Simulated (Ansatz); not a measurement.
CdS:

```
Cd S
1.0
     0.00000    2.75324    2.75324
     2.75324    0.00000    2.75324
     2.75324    2.75324    0.00000
Cd S
1 1
Direct
  0.00000 0.00000 0.00000
  0.50000 0.50000 0.50000
```

Measurements of this composition are mostly on another form, of space group No. 186.

Program: Ansatz 0.2.0. Alike in all runs: potentials or basis Ansatz PAW; cell as given.

Order these runs on this cell by their pressure, lowest first.
A. level PBEsol; spin SOC, no magnetisation; k mesh 6 × 6 × 6; cutoff (eV) 420; smearing fermi-dirac 0.05 eV; points for each segment of the path 14
B. level PBE; spin off; k mesh 8 × 8 × 8; cutoff (eV) 420; smearing gaussian 0.028 eV
C. level RPBE; spin off; k mesh 8 × 8 × 8; cutoff (eV) 420; smearing fermi-dirac 0.05 eV; points for each segment of the path 14
D. level r2SCAN; spin off; k mesh 8 × 8 × 8; cutoff (eV) 500; smearing fermi-dirac 0.05 eV; points for each segment of the path 14
E. level BLYP; spin off; k mesh 8 × 8 × 8; cutoff (eV) 420; smearing fermi-dirac 0.05 eV; points for each segment of the path 14

A (-4.4 GPa), D (-2.2 GPa), B (-0.4 GPa), C (2.1 GPa), E (4.1 GPa).

Caveats: the PAW data sets come from PBE, with cores solved anew for the run's functional, which leaves a small shift of forces and pressure (some runs).
